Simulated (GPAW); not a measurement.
The system is MgO2.

```xyz
3
Lattice="1.6048 0.9265 3.4940 -1.6048 0.9265 3.4940 0.0000 -1.8530 3.4940" Properties=species:S:1:pos:R:3 pbc="T T T"
Mg    0.0000    0.0000    0.0000
O     0.0000    0.0000    5.9874
O     0.0000    0.0000    4.4945
```

The cell comes from a database or a generator and needn't be the stable form of this composition.

- Program: GPAW 26.7.0
- Task: relaxation of cell and atoms
- Functional: PBEsol
- Dispersion: D4
- Potentials or basis: PAW data sets generated in the run's folder for this functional
- Cutoff: 800 eV
- Basis: pw
- k mesh: 7 × 7 × 7
- Occupations: fermi-dirac, width 0.05 eV
- Spin: no spin polarisation

At the start: pressure -5.6 GPa; volume 10.39 Å³/atom.

Problem. Where does the relaxation end?

Solution. Over 11 steps the energy falls by 7.6 meV/atom and the volume is 9.95 Å³/atom (-4.2 %); space group R-3m (No. 166, to 0.05 Å).

The path:
```tsv
step	energy change (eV)	largest force (eV/Å)	pressure (GPa)	volume (Å³)
1	0.0000	0.3094	-5.63	31.17
2	-0.0069	0.0500	-4.72	31.01
3	-0.0152	0.2981	-2.58	30.57
4	-0.0195	0.2937	-1.14	30.23
5	-0.0223	0.0779	0.15	29.88
6	-0.0225	0.0001	0.07	29.88
7	-0.0225	0.0300	-0.03	29.89
8	-0.0226	0.0511	-0.11	29.89
9	-0.0227	0.0488	-0.13	29.88
10	-0.0228	0.0221	-0.07	29.86
11	-0.0228	0.0035	-0.01	29.86
```

Final structure:
```yaml
crystal:
  lattice:
    - [1.57955, 0.91196, 3.45433]
    - [-1.57955, 0.91196, 3.45433]
    - [0.00000, -1.82391, 3.45433]
  atoms:
    - { symbol: Mg, position: [0.00000, 0.00000, 0.00000] }
    - { symbol: O, position: [0.57083, 0.57083, 0.57083] }
    - { symbol: O, position: [0.42917, 0.42917, 0.42917] }
```

Caveat: later steps reuse the first step's grids.
